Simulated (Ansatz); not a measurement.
# BaTiO3 (P1) in Ansatz: further runs

Aim: see how the results for BaTiO3 move with the level of theory and the settings. Levels: PBE, PBEsol+U, r2SCAN+rVV10. Tasks: single point, relaxation of cell and atoms.

All numbers are computed with Ansatz 0.2.0; they aren't measurements. Logs are shortened: lines on timing, memory, paths and dates and some standing lists are left out, and cuts for length are marked.

**1. Starting point**

The typed cell holds 10 atoms: a = 3.964 Å, b = 5.669 Å, c = 5.729 Å, α = 93.55°, β = 92.29°, γ = 91.36°.

**2. Single point, PBE**

Input file input.yaml:

```yaml
crystal:
  lattice:
    - [-0.09159188, 0.02278148, -3.96239693]
    - [3.88088382, 4.13177996, 0.06849871]
    - [3.92317125, -4.17406739, 0.11385529]
  atoms:
    - { symbol: Ba, position: [0.9974869, 0.00014772, 0.00042717] }
    - { symbol: Ba, position: [0.99982027, 0.4987526, 0.50108677] }
    - { symbol: Ti, position: [0.5007474, 0.49905912, 0.99785408] }
    - { symbol: Ti, position: [0.50365646, 0.99876813, 0.49738197] }
    - { symbol: O, position: [0.99895966, 0.49877997, 0.99824097] }
    - { symbol: O, position: [0.00194463, 0.99975533, 0.50211677] }
    - { symbol: O, position: [0.49413247, 0.25152792, 0.25251016] }
    - { symbol: O, position: [0.49937016, 0.75231443, 0.7482599] }
    - { symbol: O, position: [0.50325957, 0.25086477, 0.74968771] }
    - { symbol: O, position: [0.50062248, 0.75003001, 0.25243449] }
hamiltonian:
  xc: pbe
  pseudopotentials: { kind: paw }
kpoints:
  mp_grid: { grid: [7, 5, 5] }
scf:
  occupations: { method: fermi_dirac, width: 0.05 }
basis:
  ecutwfc: "500 eV"
output:
  forces: true
  stress: true
  eigenvalues: true
```

Potentials or basis: Ansatz PAW.

Run with:

```sh
> ansatz run input.yaml --threads 4 --pin off --max-ram 11264MiB --backend cpu --events-out ev --progress --plain --runs-dir out
```

The program printed:

```text
Warning: RAYON_NUM_THREADS=4 ignored (pool sized by the plan → 4); use --threads N
Engine: ansatz 0.2.0, aarch64-unknown-linux-gnu
Pseudopotentials: kind: paw
Pseudopotential: Ba, paw, valence charge 10, recommended cutoff 420 eV (normal), Ba.paw.azcp
Pseudopotential: Ti, paw, valence charge 12, recommended cutoff 420 eV (normal), Ti.paw.azcp
Pseudopotential: O, paw, valence charge 6, recommended cutoff 420 eV (normal), O.paw.azcp
Functional definition: PBE
  parameter kappa = 0.804
  parameter beta = 0.06672455060314922
  exchange = pbe_x(kappa = kappa, mu = beta*pi^2/3)
  correlation = pbe_c(beta = beta)
Crystal: 10 atoms, lattice volume = 128.343 Å³
Basis set: ecut = 500 eV, 3269 PW (Γ), exchange–correlation on 60×90×90 points (8 copies of the dense FFT grid, shifted against one another)
Bands: 50, of which v1, the nominal top of the filled ones, is band 40 counted from 1 (39 counted from 0)
Symmetry: 1 space group operations
Space group: P1 (ITA 1), of the structure as read, at distance tolerance 5.0e-5 Å
k-points: 88 of 175 (time reversal used)
Non-local potential: Ba, projectors of the file, l = 0: 3, l = 1: 2, l = 2: 2, l = 3: 2
Non-local potential: Ti, projectors of the file, l = 0: 3, l = 1: 2, l = 2: 3, l = 3: 1
Non-local potential: O, projectors of the file, l = 0: 2, l = 1: 2, l = 2: 1
PAW form: soft (Blöchl's): semilocal exchange-correlation on the pseudo side does not see the compensation charge
PAW one-centre angular grid: Ba, 194 points (default); XC on 64 Gauss nodes
PAW one-centre angular grid: Ti, 590 points (default); XC on 64 Gauss nodes
PAW one-centre angular grid: O, 110 points (default); XC on 64 Gauss nodes
Initial density: superposition of atomic densities (neutral atoms: chi_scale 0, normalization atom), corrected by the library's trained network
Initial wavefunctions: pseudopotential atomic-orbital guess
Functional: x = pbe(κ = 0.804, μ = 0.2195149727645171), c = pbe(β = 0.06672455060314922)
SCF iter   1: F=—  HF=-20318.872163 eV  |F-HF|=—  |Δ(HF+E_count)|=         —  Δρ=1.64e-3  dr2=1.19e-3  ethr=1.77e-3  ⟨swp⟩=7.1  Hψ=19028  notcnv=0  defer=6
preconditioner: auto → Resta (q_TF=auto, 2.522 Å⁻¹)  ε∞=5.9  [insulator: Δε(μ)=1.621 eV  Ē_g=11.795 eV  σ=0.050 eV  W_gap=1.00  n_scr=34 (ndim 8)  ℏωp=26.2 eV  f_vac=0.000  D(μ)=0.00/eV (n_scr^D=0)  ε∞_Penn≈5.9]
SCF iter   2: F=—  HF=-20318.871747 eV  |F-HF|=—  |Δ(HF+E_count)|=   4.15e-4  Δρ=8.30e-4  dr2=2.41e-4  ethr=1.49e-6  ⟨swp⟩=2.0  Hψ=8532  notcnv=0  defer=32
SCF iter   3: F=—  HF=-20318.872023 eV  |F-HF|=—  |Δ(HF+E_count)|=   2.75e-4  Δρ=1.56e-4  dr2=2.48e-5  ethr=3.02e-7  ⟨swp⟩=3.0  Hψ=8097  notcnv=0  defer=12
automatic band count: iteration 3 solves 49 bands in place of 50: the levels show a gap, and the empty bands left out lie too high to hold charge; the band table lists the bands solved (type scf.n_extra_bands for more)
SCF iter   4: F=—  HF=-20318.872025 eV  |F-HF|=—  |Δ(HF+E_count)|=   2.15e-6  Δρ=4.68e-5  dr2=4.20e-6  ethr=3.10e-8  ⟨swp⟩=2.2  Hψ=7272  notcnv=0  defer=12
SCF iter   5: F=—  HF=-20318.872025 eV  |F-HF|=—  |Δ(HF+E_count)|=   6.20e-8  Δρ=1.40e-5  dr2=3.04e-7  ethr=5.26e-9  ⟨swp⟩=2.1  Hψ=5943  notcnv=0  defer=12
SCF iter   6: F=-20318.872025 eV  HF=-20318.872025 eV  |F-HF|=3.21e-9  |Δ(HF+E_count)|=   2.31e-8  Δρ=2.96e-6  dr2=1.05e-8  ethr=1.25e-10  ⟨swp⟩=8.9  Hψ=18396  notcnv=0
SCF 1 converged in 6 iterations: F = -20318.872025 eV  dr2 = 1.05e-8
SCF converged after 6 iterations
Free energy (F): -20318.872025 eV
Harris-Foulkes:  -20318.872025 eV  (|F-HF|=3.21e-9)
Internal energy: -20318.872025 eV  (E = F + TS)
E sigma→0 (E₀):  -20318.872025 eV
Fermi energy:    11.230327 eV
--- Per-component energies (eV) ---
  E_band       = -281.094083
  E_kinetic    = 1939.543198
  E_local      = -4198.142718  (includes V_loc(G=0)·N_el)
  E_nonlocal   = 407.975288
  E_hartree    = 1639.878153
  E_xc         = -982.884615
  E_vxc        = -1092.234358  (∫ρ·V_xc dr)
  E_paw        = -13489.271189  (= ΣΔE_a)
  E_vpaw       = -618.000118  (= ΣTr[D̂ρ^β])
  E_aug_tail   = 0.006293  (compensation charges beyond the density's cutoff)
  E_ewald      = -5635.976436
  E_smearing   = -0.000000  (= −TS)
  E_closure    = -0.000000  (closes the sum)
  Σ components = -20318.872025   (vs F -20318.872025, Δ=0.00e0)
--- Forces (eV/Å), atoms counted from 1 ---
  atom   1  Ba    -0.04906058     0.03202108    -0.07094008
  atom   2  Ba    -0.00523481     0.07139895    -0.02374386
  atom   3  Ti    -0.06427711    -0.00298295     0.00699385
  atom   4  Ti     0.07329524    -0.09375128     0.04267824
  atom   5  O      0.11378986     0.01205973    -0.01435725
  atom   6  O     -0.02449718     0.08635122     0.13776238
  atom   7  O     -0.12333840     0.06700435    -0.14808139
  atom   8  O      0.04498416    -0.25845508    -0.00595945
  atom   9  O      0.21499289    -0.04018172     0.07683452
  atom  10  O     -0.18065086     0.12653045    -0.00118626
  max |Σ_I F_I| component: 5.24e-6 eV/Å
--- Stress (GPa, compression-positive) ---
        7.920852       1.210746      -5.779191
        1.210746      -3.707834       1.295185
       -5.779191       1.295185       4.523341
  P = ⅓ Tr σ = 2.9121 GPa (29.121 kbar)
--- Band table (eV; the first three rows and the last of 88) ---
  k-point 0: bands = ["-46.2884", "-46.2034", "-22.5717", "-22.5185", "-22.5064", "-22.4739", "-22.4337", "-22.4207", "-14.3436", "-14.1397", "-6.6275", "-6.2692", "-5.9804", "-5.8592", "-5.7593", "-5.7061", "0.3404", "0.4427", "0.4552", "0.4814", "0.6089", "0.9030", "5.8959", "6.3581", "6.6950", "7.5555", "7.8676", "7.8946", "7.9950", "8.1680", "8.6169", "9.0789", "9.1501", "9.3453", "9.3895", "9.4130", "10.0531", "10.1514", "10.1665", "10.3665", "11.9914", "12.1330", "12.1853", "13.5481", "14.0308", "14.0561", "14.2647", "14.4705", "15.1909"]
  k-point 1: bands = ["-46.2884", "-46.2034", "-22.5680", "-22.5179", "-22.5056", "-22.4783", "-22.4345", "-22.4210", "-14.3223", "-14.1550", "-6.6212", "-6.3679", "-5.9778", "-5.8531", "-5.7319", "-5.7001", "0.3813", "0.4657", "0.4903", "0.5494", "0.6471", "0.8561", "6.0857", "6.5624", "6.8325", "7.6061", "7.6884", "7.9076", "7.9466", "8.0320", "8.7604", "8.7904", "9.0130", "9.1437", "9.2751", "9.3614", "9.6696", "9.9885", "10.0756", "10.1503", "12.2178", "12.3973", "12.4738", "13.4308", "13.9074", "14.1056", "14.3130", "14.7719", "15.1463"]
  k-point 2: bands = ["-46.2884", "-46.2034", "-22.5613", "-22.5168", "-22.5033", "-22.4873", "-22.4360", "-22.4215", "-14.2720", "-14.1957", "-6.5977", "-6.5120", "-5.9492", "-5.8854", "-5.7050", "-5.6839", "0.4142", "0.4737", "0.6023", "0.6892", "0.7333", "0.7466", "6.5404", "7.0776", "7.1192", "7.2970", "7.5837", "7.7276", "7.8571", "8.1150", "8.1925", "8.5979", "8.8313", "9.0149", "9.1517", "9.2347", "9.3146", "9.6650", "9.8560", "9.9094", "12.6415", "12.9345", "13.0813", "13.1079", "13.5020", "13.6752", "14.6965", "14.9985", "15.6545"]
  k-point 87: bands = ["-46.2875", "-46.2025", "-22.5753", "-22.5455", "-22.5115", "-22.4943", "-22.4682", "-22.4290", "-14.1908", "-14.0957", "-6.5429", "-5.9744", "-5.7703", "-5.7528", "-5.6693", "-5.6327", "-0.0513", "0.1135", "0.1760", "0.5117", "0.6057", "0.6849", "6.1090", "6.2606", "6.6890", "6.8843", "7.0422", "7.3467", "7.4205", "7.6283", "7.6661", "7.9605", "8.0867", "8.9782", "9.1953", "9.3394", "9.7737", "9.7912", "9.9157", "10.2018", "12.9342", "13.8205", "13.9554", "14.1054", "14.2830", "14.3224", "14.5494", "17.0143", "17.0782"]
```

Wall time 22 s (4 threads of Arm Neoverse V1, shared host); peak memory 0.78 GiB.

Results:

| Quantity | Value |
| --- | --- |
| Free energy | -20318.8720 eV |
| Pressure | 2.9 GPa |
| Largest force | 0.262 eV/Å |
| Band gap on the k mesh | 1.62 eV |

Forces on the atoms (eV/Å):
```
Ba  -0.049  0.032 -0.071
Ba  -0.005  0.071 -0.024
Ti  -0.064 -0.003  0.007
Ti   0.073 -0.094  0.043
O    0.114  0.012 -0.014
O   -0.024  0.086  0.138
O   -0.123  0.067 -0.148
O    0.045 -0.258 -0.006
O    0.215 -0.040  0.077
O   -0.181  0.127 -0.001
```

Stress tensor (GPa, compression positive):
```
 7.92  1.21 -5.78
 1.21 -3.71  1.30
-5.78  1.30  4.52
```

Levels at points of the mesh, in eV from the valence-band top:
```csv
k point,band 38,band 39,band 40,band 41,band 42,band 43
"(0.00, 0.00, 0.00)",-0.22,-0.20,0.00,1.62,1.77,1.82
```

Caveat: odd divisions of the mesh miss points on the zone boundary, where band edges often lie, so the gap on the mesh can be too wide; spin-orbit coupling is left out, which moves the levels of the heavy elements. Expect the measured gap to be larger: semilocal functionals such as PBE lack the derivative discontinuity.

(Part 1 of 2 ends here.)
